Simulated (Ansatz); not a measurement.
**A film clamped to a substrate in AlGa3N4**

These are results of Ansatz, DFT PBEsol, scalar-relativistic, plane waves, PAW, not measurements. Cutoff 420 eV, Γ-centred 6×8×6 k-points, Gaussian smearing of 0.05 eV. No spin polarisation. Energies are free energies at this smearing, counted from the undisturbed cell; pressure is positive in compression.

The undisturbed cell (relaxed at this level; it needn't be the usual structure):

```
Al Ga N
1.0
     5.14235    0.00000    0.00012
     0.00000    3.16498    0.00000
    -0.00359    0.00000    5.47849
Al Ga N
1 3 4
Direct
  0.00060 0.50000 0.66736
  0.49912 0.50000 0.33492
  0.49903 0.00000 0.83156
  0.99986 0.00000 0.16618
  0.11967 0.50000 0.34010
  0.11765 0.00000 0.82638
  0.62044 0.00000 0.16622
  0.63123 0.50000 0.66730
```

The cell (8 atoms, V0 = 89.17 Å³) is strained by p along both x and y and by q along z, fractional coordinates fixed. τp = (1/V0) ∂E/∂p = (σxx + σyy)(1 + p)(1 + q) and τq = (1/V0) ∂E/∂q = σzz(1 + p)², with tension positive.

```
     p q  ΔE (meV/atom)  τp (GPa)  τq (GPa)
 0.000   0.000           0.00      0.00      0.02
-0.015   0.000           8.09    -15.81     -2.54
 0.015   0.000           7.43     13.91      2.35
 0.000  -0.015           3.36     -2.53     -6.56
 0.000   0.015           3.17      2.36      5.92
```

Task: Get the second derivatives of the energy density.

Result: Central differences give A = ∂τp/∂p = 991 GPa (C11 + C22 + 2 C12), C = ∂τq/∂q = 416 GPa (C33) and the cross term B = ∂τq/∂p = 163 GPa (C13 + C23); ∂τp/∂q = 163 GPa must equal B, and any difference shows higher-order terms. The ions are clamped.

Task: A film of this crystal grows with z along the normal on a substrate that imposes p. How does its thickness respond, and what does the misfit cost?

Result: Count p and q from the stress-free cell. A free surface needs τq = 0, so q = −(B/C) p = -0.39 p. The energy density left is (A − B²/C) p²/2 = M p², with the biaxial modulus M = 463 GPa; a misfit of 1 % costs 3.22 meV/atom, against 3.45 meV/atom if the thickness were held.

At p = -0.030 the energies along q are 59.7 (q = -0.030), 42.9 (q = -0.015), 33.7 (q = 0.000), 31.4 (q = 0.015), 35.3 (q = 0.030) meV/atom.

Task: Does the linear rule hold at this misfit?

Result: A parabola through the lowest point and its neighbours has its minimum at q = 0.013, 31.4 meV/atom. With the stress left in the starting cell, τp0 and τq0, linear elasticity gives q = −(τq0 + Bp)/C = 0.012 and E = V0(τp0 p + τq0 q + Ap²/2 + Bpq + Cq²/2)/N = 29.0 meV/atom. The two agree within a tenth in energy.

Forces appear on the atoms along this scan, and letting them relax would lower the energy and soften the response.

The coordinates describe a wurtzite-type network with its polar axis along x, so the film is nonpolar and its normal lies in the basal plane. Compressing it in the plane thickens it, but the thickness relaxation recovers only a small part of the misfit energy: 3.22 against 3.45 meV/atom. This weak coupling is at odds with the larger Poisson response known for wurtzite AlN and GaN. The likely cause is the fixed fractional coordinates, which force bonds to stretch where the tetrahedra would otherwise rotate and bend. Internal relaxation should therefore raise the cross term as well as lower the axial stiffness, making the thickness more responsive than -0.39 p.

Compression costs more than equal tension along both strain paths, as expected when short-range repulsion steepens on bond shortening. The same anharmonicity probably explains why the scan minimum, 31.4 meV/atom, lies above the linear estimate of 29.0 meV/atom. Because the in-plane directions are inequivalent, the single biaxial modulus doesn't give the cost of an anisotropic misfit.
